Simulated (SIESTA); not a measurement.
Crystal: NbP.

```
Nb P
1.0
    -1.67492    1.67492    5.74011
     1.67492   -1.67492    5.74011
     1.67492    1.67492   -5.74011
Nb P
2 2
Direct
  0.24988 0.74988 0.50000
  0.49988 0.49988 0.00000
  0.83275 0.33275 0.50000
  0.08275 0.08275 0.00000
```

The cell is a database's computed one.

Base run:

- Program: SIESTA 5.4.2
- Functional: PBE
- Potentials or basis: PseudoDojo 0.4 standard (PBE files)
- Basis: DZP (energy shift 0.003 Ry; two zetas on semicore shells)
- Grid cutoff: 800 Ry
- Energy shift: 0.003 Ry
- k mesh: 8 × 8 × 8
- Occupations: fermi-dirac, width 0.05 eV
- Spin: no spin polarisation
- Hubbard terms: Nb d U = 4 eV

Its results: pressure 2.4 GPa; largest force 0.038 eV/Å.

The run is repeated on the same cell with these changes: hubbard terms from Nb d U = 4 eV to none. What comes out?

Pressure 0.8 GPa; largest force 0.028 eV/Å.

Caveats: the basis of atomic orbitals isn't converged, which shifts pressures, moduli and gaps; U without spin polarisation on a metal has little footing (some runs); the U is typed as a test and isn't derived for this compound (some runs).
